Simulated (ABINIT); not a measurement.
# HgTe (I-4m2) in ABINIT: single point with LDA

Aim: the single point of HgTe with LDA.

All numbers are computed with ABINIT 10.8.3 (patched build); they aren't measurements. Logs are shortened: lines on timing, memory, paths and dates and some standing lists are left out, and cuts for length are marked. The log counts tension as positive stress, the text compression.

## (1) Starting point

It takes space group I-4m2 (No. 119, tetragonal). Conventional cell: a = 6.091 Å, b = 6.091 Å, c = 3.119 Å, α = 90.00°, β = 90.00°, γ = 90.00°. Hg (site symmetry -4m2) is surrounded by 2 Hg at 3.12 Å and 4 Te at 3.14 Å. Te (site symmetry -4m2) is surrounded by 2 Te at 3.12 Å and 4 Hg at 3.14 Å.

Measurements of this composition are mostly on another form, of space group No. 216.

## (2) Single point, LDA

Contents of run.abi:

```
# Pseudopotentials
pp_dirpath "./"
pseudos "Hg.upf, Te.upf"

# Structure
acell 8.6563390704 8.6563390704 8.6563390704
rprim
    -0.6648717787     0.6648717787     0.3404277249
     0.6648717787    -0.6648717787     0.3404277249
     0.6648717787     0.6648717787    -0.3404277249
ntypat 2
znucl 80 52
natom 2
typat 1 2
xred
     0.7500000000     0.2500000000     0.5000000000
     0.0000000000     0.0000000000     0.0000000000

# Plane-wave basis
ecut 952.398519 eV

# k points
kptopt 1
ngkpt 8 8 8
nshiftk 1
shiftk 0.0 0.0 0.0

# Exchange and correlation
ixc 7

# Bands and occupations
nband 22
occopt 3
tsmear 0.05 eV

# SCF cycle
nstep 100
tolvrs 1.0e-10

# Output
iomode 3
prtwf 0
prtden 0
prteig 0
prtebands 0
enunit 1
```

Potentials or basis: PseudoDojo NC SR LDA v0.4.1 standard.

Run with:

```console
> mpirun --bind-to none -np 4 abinit run.abi > log 2>&1
```

run.abo:

```text
.Version 10.8.3 of ABINIT
 Symmetries : space group I-4 m 2 (#119); Bravais tI (body-center tetrag.)
================================================================================
 Values of the parameters that define the memory need of the present run
     intxc =       0    ionmov =       0      iscf =       7    lmnmax =       7
     lnmax =       7     mgfft =      48  mpssoang =       4    mqgrid =    3001
     natom =       2  nloc_mem =       1    nspden =       1   nspinor =       1
    nsppol =       1      nsym =       8    n1xccc =    2501    ntypat =       2
    occopt =       3   xclevel =       1
       mpw =        3896          nfft =      110592          nkpt =          59
================================================================================
================================================================================

--------------------------------------------------------------------------------
------------- Echo of variables that govern the present computation ------------
--------------------------------------------------------------------------------
 -outvars: echo values of preprocessed input variables --------
            acell      8.6563390704E+00  8.6563390704E+00  8.6563390704E+00 Bohr
              amu      2.00590000E+02  1.27600000E+02
             ecut      3.50000000E+01 Hartree
           enunit           1
                       outvar_i_n : Printing only first  50 k-points.
              ixc           7
                       outvar_i_n : Printing only first  50 k-points.
         kptrlatt        8    0    0      0    8    0      0    0    8
          kptrlen      4.71497251E+01
            natom           2
            nband          22
            ngfft          48      48      48
             nkpt          59
            nstep         100
             nsym           8
           ntypat           2
                       prtocc : prtvol=0, do not print more k-points.
           occopt           3
           prtden           0
        prtebands           0
           prteig           0
            prtwf           0
            rprim     -6.6487177870E-01  6.6487177870E-01  3.4042772490E-01
                       6.6487177870E-01 -6.6487177870E-01  3.4042772490E-01
                       6.6487177870E-01  6.6487177870E-01 -3.4042772490E-01
          spgroup         119
           tolvrs      1.00000000E-10
           tsmear      1.83746611E-03 Hartree
            typat      1  2
                       outvars : Printing only first  50 k-points.
           xangst      0.0000000000E+00  3.0456029982E+00  7.7970499939E-01
                       0.0000000000E+00  0.0000000000E+00  0.0000000000E+00
            xcart      0.0000000000E+00  5.7553555548E+00  1.4734289078E+00
                       0.0000000000E+00  0.0000000000E+00  0.0000000000E+00
             xred      7.5000000000E-01  2.5000000000E-01  5.0000000000E-01
                       0.0000000000E+00  0.0000000000E+00  0.0000000000E+00
            znucl       80.00000   52.00000

================================================================================

 chkinp: Checking input parameters for consistency.

================================================================================
== DATASET  1 ==================================================================

--- !DatasetInfo
iteration_state: {dtset: 1, }
dimensions: {natom: 2, nkpt: 59, mband: 22, nsppol: 1, nspinor: 1, nspden: 1, mpw: 3896, }
cutoff_energies: {ecut:  35.0, pawecutdg:  -1.0, }
electrons: {nelect:   3.60000000E+01, charge:   0.00000000E+00, occopt:   3.00000000E+00, tsmear:   1.83746611E-03, }
meta: {optdriver: 0, ionmov: 0, optcell: 0, iscf: 7, paral_kgb: 0, }
...

 Exchange-correlation functional for the present dataset will be:
  LDA: Perdew-Wang 92 LSD fit to Ceperley-Alder data - ixc=7
  J.P.Perdew and Y.Wang, PRB 45, 13244 (1992)

 Real(R)+Recip(G) space primitive vectors, cartesian coordinates (Bohr,Bohr^-1):
 R(1)= -5.7553556  5.7553556  2.9468578  G(1)=  0.0000000  0.0868756  0.1696723
 R(2)=  5.7553556 -5.7553556  2.9468578  G(2)=  0.0868756  0.0000000  0.1696723
 R(3)=  5.7553556  5.7553556 -2.9468578  G(3)=  0.0868756  0.0868756  0.0000000
 Unit cell volume ucvol=  3.9044826E+02 bohr^3
 Angles (23,13,12)=  9.66550213E+01  9.66550213E+01  1.40194129E+02 degrees

 getcut: wavevector=  0.0000  0.0000  0.0000  ngfft=  48  48  48
         ecut(hartree)=     35.000   => boxcut(ratio)=   2.08297

--- Pseudopotential description ------------------------------------------------
- pspini: atom type   1  psp file is ./Hg.upf
12 -1012 3 -1 1232                            pspcod,pspxc,lmax,lloc,mmax
     nproj     2     2     2     1

- pspini: atom type   2  psp file is ./Te.upf
12 -1012 2 -1 1278                            pspcod,pspxc,lmax,lloc,mmax
     nproj     2     2     2     0

   2.40211393E+03                                ecore*ucvol(ha*bohr**3)
--------------------------------------------------------------------------------

================================================================================

--- !BeginCycle
iteration_state: {dtset: 1, }
solver: {iscf: 7, nstep: 100, nline: 4, wfoptalg: 0, }
tolerances: {tolvrs: 1.00E-10, }
...

     iter   Etot(hartree)      deltaE(h)  residm     vres2
 ETOT  1  -271.10341463406    -2.711E+02 2.022E-01 1.350E+02
 ETOT  2  -271.34805402357    -2.446E-01 1.027E-02 2.403E+01
 ETOT  3  -271.35085095192    -2.797E-03 3.402E-03 3.963E-01
 ETOT  4  -271.35092834422    -7.739E-05 1.200E-03 2.697E-02
 ETOT  5  -271.35093288004    -4.536E-06 1.074E-03 2.748E-04
 ETOT  6  -271.35093290144    -2.139E-08 5.033E-04 2.279E-05
 ETOT  7  -271.35093290374    -2.300E-09 5.057E-04 4.589E-07
 ETOT  8  -271.35093290377    -3.348E-11 2.022E-04 4.535E-09
 ETOT  9  -271.35093290376     5.400E-12 2.047E-04 2.410E-10
 ETOT 10  -271.35093290376    -1.137E-13 7.294E-05 1.458E-12

 At SCF step   10       vres2   =  1.46E-12 < tolvrs=  1.00E-10 =>converged.

 Cartesian components of stress tensor (hartree/bohr^3)
  sigma(1 1)=  1.92163793E-04  sigma(3 2)=  0.00000000E+00
  sigma(2 2)=  1.92163793E-04  sigma(3 1)=  0.00000000E+00
  sigma(3 3)=  1.63189740E-04  sigma(2 1)=  0.00000000E+00

--- !ResultsGS
iteration_state: {dtset: 1, }
comment   : Summary of ground state results
lattice_vectors:
- [ -5.7553556,   5.7553556,   2.9468578, ]
- [  5.7553556,  -5.7553556,   2.9468578, ]
- [  5.7553556,   5.7553556,  -2.9468578, ]
lattice_lengths: [   8.65634,    8.65634,    8.65634, ]
lattice_angles: [ 96.655,  96.655, 140.194, ] # degrees, (23, 13, 12)
lattice_volume:   3.9044826E+02
convergence: {deltae: -1.137E-13, res2:  1.458E-12, residm:  7.294E-05, diffor: null, }
etotal    :  -2.71350933E+02
entropy   :   0.00000000E+00
fermie    :   2.27410605E-01
cartesian_stress_tensor: # hartree/bohr^3
- [  1.92163793E-04,   0.00000000E+00,   0.00000000E+00, ]
- [  0.00000000E+00,   1.92163793E-04,   0.00000000E+00, ]
- [  0.00000000E+00,   0.00000000E+00,   1.63189740E-04, ]
pressure_GPa:  -5.3695E+00
xred      :
- [  7.5000E-01,   2.5000E-01,   5.0000E-01, Hg]
- [  0.0000E+00,   0.0000E+00,   0.0000E+00, Te]
cartesian_forces: # hartree/bohr
- [ -1.02799153E-31,   1.19932346E-30,  -2.14156489E-30, ]
- [  1.02799153E-31,  -1.19932346E-30,   2.14156489E-30, ]
force_length_stats: {min:   2.45667348E-30, max:   2.45667348E-30, mean:   2.45667348E-30, }
...

 Integrated electronic density in atomic spheres:
 ------------------------------------------------
 Atom  Sphere_radius  Integrated_density
    1        2.00000         16.50927641
    2        2.00000         11.92314084
================================================================================

 ----iterations are completed or convergence reached----

 Mean square residual over all n,k,spin=   96.836E-09; max=  72.945E-06
 reduced coordinates (array xred) for    2 atoms
       0.750000000000      0.250000000000      0.500000000000
       0.000000000000      0.000000000000      0.000000000000
 rms dE/dt=  2.7633E-29; max dE/dt=  2.2088E-29; dE/dt below (all hartree)
    1       0.000000000000      0.000000000000     -0.000000000000
    2       0.000000000000     -0.000000000000     -0.000000000000

 cartesian coordinates (angstrom) at end:
    1      0.00000000000000     3.04560299816060     0.77970499939076
    2      0.00000000000000     0.00000000000000     0.00000000000000

 cartesian forces (hartree/bohr) at end:
    1     -0.00000000000000     0.00000000000000    -0.00000000000000
    2      0.00000000000000    -0.00000000000000     0.00000000000000
 frms,max,avg= 1.4183611E-30 2.1415649E-30   0.000E+00  0.000E+00  0.000E+00 h/b

 cartesian forces (eV/Angstrom) at end:
    1     -0.00000000000000     0.00000000000000    -0.00000000000000
    2      0.00000000000000    -0.00000000000000     0.00000000000000
 frms,max,avg= 7.2935060E-29 1.1012369E-28   0.000E+00  0.000E+00  0.000E+00 e/A
 length scales=  8.656339070400  8.656339070400  8.656339070400 bohr
              =  4.580737362797  4.580737362797  4.580737362797 angstroms
 Fermi (or HOMO) energy (eV) =   6.18816   Average Vxc (eV)= -10.80727
 Eigenvalues (   eV  ) for nkpt=  59  k points:
 kpt#   1, nband= 22, wtk=  0.00195, kpt=  0.0000  0.0000  0.0000 (reduced coord)
-108.77058  -56.95759  -56.94678  -56.94678  -30.78713  -30.71648  -30.71648  -30.67031
 -30.66847   -6.34615   -1.16920   -0.46350   -0.38557    0.05848    0.05848    2.62799
   3.74868    3.74868    9.55766   10.84967   13.01980   13.01980
 prteigrs : prtvol=0 or 1, do not print more k-points.

--- !EnergyTerms
iteration_state     : {dtset: 1, }
comment             : Components of total free energy in Hartree
kinetic             :  1.04344022367143E+02
hartree             :  6.89368807166864E+01
xc                  : -5.16729811911466E+01
Ewald energy        : -1.60539542596035E+02
psp_core            :  6.15219526575732E+00
local_psp           : -2.15501890446214E+02
non_local_psp       : -2.30694339201943E+01
internal            : -2.71350749804004E+02
'-kT*entropy'       : -1.83099760576746E-04
total_energy        : -2.71350932903764E+02
total_energy_eV     : -7.38383504345160E+03
band_energy         : -3.15947396664888E+01
...

 Cartesian components of stress tensor (hartree/bohr^3)
  sigma(1 1)=  1.92163793E-04  sigma(3 2)=  0.00000000E+00
  sigma(2 2)=  1.92163793E-04  sigma(3 1)=  0.00000000E+00
  sigma(3 3)=  1.63189740E-04  sigma(2 1)=  0.00000000E+00

-Cartesian components of stress tensor (GPa)         [Pressure= -5.3695E+00 GPa]
- sigma(1 1)=  5.65365397E+00  sigma(3 2)=  0.00000000E+00
- sigma(2 2)=  5.65365397E+00  sigma(3 1)=  0.00000000E+00
- sigma(3 3)=  4.80120790E+00  sigma(2 1)=  0.00000000E+00

== END DATASET(S) ==============================================================
================================================================================

 -outvars: echo values of variables after computation  --------
            acell      8.6563390704E+00  8.6563390704E+00  8.6563390704E+00 Bohr
           etotal     -2.7135093290E+02
            fcart     -1.0279915346E-31  1.1993234571E-30 -2.1415648927E-30
                       1.0279915346E-31 -1.1993234571E-30  2.1415648927E-30
            rprim     -6.6487177870E-01  6.6487177870E-01  3.4042772490E-01
                       6.6487177870E-01 -6.6487177870E-01  3.4042772490E-01
                       6.6487177870E-01  6.6487177870E-01 -3.4042772490E-01
           strten      1.9216379250E-04  1.9216379250E-04  1.6318973968E-04
                       0.0000000000E+00  0.0000000000E+00  0.0000000000E+00
           xangst      0.0000000000E+00  3.0456029982E+00  7.7970499939E-01
                       0.0000000000E+00  0.0000000000E+00  0.0000000000E+00
             xred      7.5000000000E-01  2.5000000000E-01  5.0000000000E-01
                       0.0000000000E+00  0.0000000000E+00  0.0000000000E+00
 Calculation completed.
```

Run time: 45 s. Hardware: 4 MPI ranks of Arm Neoverse V2, shared host; peak memory 0.36 GiB.

What came out:

```
Free energy                                           : -7383.8350 eV
Pressure                                              : -5.4 GPa
Band gap on the k mesh                                : none (metal or under the smearing width)
Valence electrons inside the program's atomic spheres : Hg 16.51; Te 11.92
```

Levels at points of the mesh, in eV from the Fermi level:
```tsv
k point	band 14	band 15	band 16	band 17	band 18	band 19	band 20	band 21	band 22
(0.00, 0.00, 0.00)	-6.13	-6.13	-3.56	-2.44	-2.44	3.37	4.66	6.83	6.83
(0.50, 0.00, 0.00)	-6.36	-6.15	-4.53	-1.96	-1.10	-0.20	3.13	3.81	5.86
(0.50, 0.50, 0.00)	-6.11	-6.08	-6.05	-0.89	1.43	1.90	2.81	3.37	9.01
(0.50, 0.50, 0.50)	-6.10	-6.10	-4.45	-4.32	-4.32	3.05	7.37	7.89	7.89
```

The run has no spin-orbit coupling, so splittings on Hg, Te are missing.
